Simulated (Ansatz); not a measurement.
Could MgO exist in this structure?

Plane-wave DFT in Ansatz with scalar-relativistic PAW potentials. The crystal relaxes under PBE to Fm-3m with a = 4.254 Å, 9.62 Å³/atom. No spin polarisation.

```
Mg O
1.0
     0.00000    2.12685    2.12685
     2.12685    0.00000    2.12685
     2.12685    2.12685    0.00000
Mg O
1 1
Direct
  0.00000 0.00000 0.00000
  0.50000 0.50000 0.50000
```

**Question.** Test it against the elements, against displacements at the zone centre and against strain.

**Answer.**
- Energy over the elements: -2.685 eV/atom (PBE, standard states in the same functional, gases uncorrected)
- Optical modes at Γ: all 3 real, at 365 cm⁻¹ (PBE, without the LO-TO term)
- Least eigenvalue of the elastic tensor: 141 GPa (PBE)

It passes all three tests. So it is a local minimum against everything tried and bound against the elements. Modes at other wave vectors, other structures and decomposition into other compounds weren't tested here. The cell tested can't double, which is how many cubic oxides and halides distort (tilted octahedra, shifted anions).